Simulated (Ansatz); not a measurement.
The system is Ag.

```
CELL_PARAMETERS angstrom
0.00000 2.04275 2.04275
2.04275 0.00000 2.04275
2.04275 2.04275 0.00000
ATOMIC_POSITIONS crystal
Ag 0.00000 0.00000 0.00000
```

* Program: Ansatz 0.2.0
* Task: relaxation of cell and atoms
* Functional: SVWN5
* Potentials or basis: Ansatz PAW
* Cutoff: 420 eV (not typed: the program's choice for these potentials)
* k mesh: 11 × 11 × 11
* Occupations: fermi-dirac, width 0.05 eV
* Spin: no spin polarisation

At the start: volume 17.05 Å³/atom.

**Question.** How do energy, volume and symmetry change on relaxing?

**Answer.** It ends after 4 steps and the volume is 15.96 Å³/atom (-6.4 %); space group Fm-3m (No. 225, to 0.05 Å).

The path:
```tsv
step	energy change (eV)	largest force (eV/Å)	volume (Å³)
1	0.0000	0.0000	17.05
2	-0.0275	0.0000	16.12
3	-0.0282	0.0000	15.96
4	-0.0280	0.0000	15.96
```

Final structure:
```cif
data_structure
_symmetry_space_group_name_H-M 'P 1'
_symmetry_Int_Tables_number 1
_cell_length_a 2.8262
_cell_length_b 2.8262
_cell_length_c 2.8262
_cell_angle_alpha 60.000
_cell_angle_beta 60.000
_cell_angle_gamma 60.000
_cell_volume 15.96
loop_
_atom_site_label
_atom_site_type_symbol
_atom_site_fract_x
_atom_site_fract_y
_atom_site_fract_z
_atom_site_occupancy
Ag1 Ag 0.00000 0.00000 0.00000 1
```

Caveat: the plane-wave basis is chosen anew once the cell has moved, so the energies of steps on either side of that aren't comparable; the PAW data sets come from PBE, with cores solved anew for the run's functional, which leaves a small shift of forces and pressure.
